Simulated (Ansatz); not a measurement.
The system is Ni.

```
CELL_PARAMETERS angstrom
2.44802 0.00000 0.00000
-1.22401 2.12005 0.00000
0.00000 0.00000 4.07281
ATOMIC_POSITIONS crystal
Ni 0.66667 0.33333 0.75000
Ni 0.33333 0.66667 0.25000
```

This isn't the form of Ni at room conditions, which is fcc.

Base run:

| Item | Value |
| --- | --- |
| Program | Ansatz 0.2.0 |
| Functional | PBEsol |
| Potentials or basis | Ansatz PAW |
| Cutoff | 420 eV (not typed: the program's choice for these potentials) |
| k mesh | 10 × 10 × 6 |
| Occupations | fermi-dirac, width 0.05 eV |
| Spin | collinear spin, ferromagnetic start |
| Starting moments | [2.0, 2.0] μB |
| Fixed moment | 4 μB |

Its results: pressure 25.1 GPa; site moments Ni +1.80 μB.

Question: After a change of settings the same cell gave: pressure -2.4 GPa; site moments Ni +0.78 μB. Which change was it?
A. fixed moment from 4 μB to 2 μB; moments at the start from [2.0, 2.0] to [1.0, 1.0]
B. fixed moment from 4 μB to 1.5 μB; moments at the start from [2.0, 2.0] to [0.75, 0.75]
C. fixed moment from 4 μB to 2.5 μB; moments at the start from [2.0, 2.0] to [1.25, 1.25]
D. fixed moment from 4 μB to 3 μB; moments at the start from [2.0, 2.0] to [1.5, 1.5]

Answer: B.

Caveats: the total moment is fixed, so each spin has its own Fermi level; the PAW data sets come from PBE, with cores solved anew for the run's functional, which leaves a small shift of forces and pressure; the thresholds are loose for stress.
